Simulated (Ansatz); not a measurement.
Br on a Rb site in RbBr

All numbers below come from DFT PBE, scalar-relativistic, plane waves, PAW in Ansatz 0.2.0. (420 eV cutoff, 2×2×2 k-mesh, shifted by half a step, Gaussian smearing of 0.01 eV, collinear spin in charge +1 alone)

Host crystal, relaxed:

```yaml
crystal:
  lattice:
    - [0.00000, 3.50643, 3.50643]
    - [3.50643, 0.00000, 3.50643]
    - [3.50643, 3.50643, 0.00000]
  atoms:
    - { symbol: Rb, position: [0.00000, 0.00000, 0.00000] }
    - { symbol: Br, position: [0.50000, 0.50000, 0.50000] }
```

Supercell of 32 atoms, rows in host cell vectors: 1 -3 1; 1 1 -3; 1 1 1. Atoms relax at the host's cell, keeping the symmetry that the supercell leaves at the site. The cell is small, so energies carry finite-size errors of tenths of an eV. The host's Kohn–Sham gap is 4.20 eV. Atoms are taken from and returned to the elements' standard states. Charged cells are corrected for image charges with the computed static dielectric tensor (mean 5.7) and aligned with the host's potential at far atoms (alignment terms reach 0.44 eV; the program doubts the alignment in some charges, where it is up to 0.44 eV). No band-filling term is added, and the Fermi level counts from the host's valence band top.

Defect: Br on a Rb site set at (0.000, 0.000, 0.000) of the host cell. In charge +2 some atom moved by up to 0.6 Å, so the relaxed defect can differ in kind from the start. Before relaxation its nearest neighbours are 6 Br at 3.51 Å.

```tsv
charge	E_f at the valence band top (eV)	over the neutral state (eV)	moment (μB)	largest move (Å)	atoms near the site
+2	5.53	0.20	0.00	0.55	6 Br at 2.95 Å
+1	4.76	-0.57	3.00	0.29	6 Br at 3.22 Å
0	5.33	0.00	0.00	0.06	6 Br at 3.57 Å
```

Among the charges computed the stable one is +1 at the valence band top, changing to 0 at 0.57 eV. In charge +2, 0 the cell has partly filled bands: a level of the defect may be part filled, the carrier may sit in the host's bands, or levels may cross between the k points, so transitions that involve it are doubtful.